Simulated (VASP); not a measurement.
The system is SrTe.

```
CELL_PARAMETERS angstrom
0.00000 3.35584 3.35584
3.35584 0.00000 3.35584
3.35584 3.35584 0.00000
ATOMIC_POSITIONS crystal
Sr 0.00000 0.00000 0.00000
Te 0.50000 0.50000 0.50000
```

The cell comes from a database or a generator and needn't be the stable form of this composition.

| Item | Value |
| --- | --- |
| Program | VASP 6.6.1 |
| Task | relaxation of cell and atoms |
| Functional | PBE |
| Dispersion | D3(BJ) |
| Potentials or basis | VASP PAW PBE potentials, release 64 (Sr_sv, Te) |
| Cutoff | 600 eV |
| k mesh | 8 × 8 × 8 |
| Occupations | gaussian, width 0.02 eV |
| Spin | no spin polarisation |

At the start: pressure -1.3 GPa; volume 37.79 Å³/atom.

Q: Where does the relaxation end?

A: Over 3 steps the energy falls by 6.1 meV/atom and the volume is 36.33 Å³/atom (-3.9 %); space group Fm-3m (No. 225, to 0.05 Å).

Step by step:
```tsv
step	energy change (eV)	largest force (eV/Å)	pressure (GPa)	volume (Å³)
1	0.0000	0.0000	-1.29	75.58
2	-0.0120	0.0000	0.19	72.30
3	-0.0122	0.0000	0.01	72.67
```

Final structure:
```cif
data_structure
_symmetry_space_group_name_H-M 'P 1'
_symmetry_Int_Tables_number 1
_cell_length_a 4.6840
_cell_length_b 4.6840
_cell_length_c 4.6840
_cell_angle_alpha 60.000
_cell_angle_beta 60.000
_cell_angle_gamma 60.000
_cell_volume 72.67
loop_
_atom_site_label
_atom_site_type_symbol
_atom_site_fract_x
_atom_site_fract_y
_atom_site_fract_z
_atom_site_occupancy
Sr1 Sr 0.00000 0.00000 0.00000 1
Te1 Te 0.50000 0.50000 0.50000 1
```
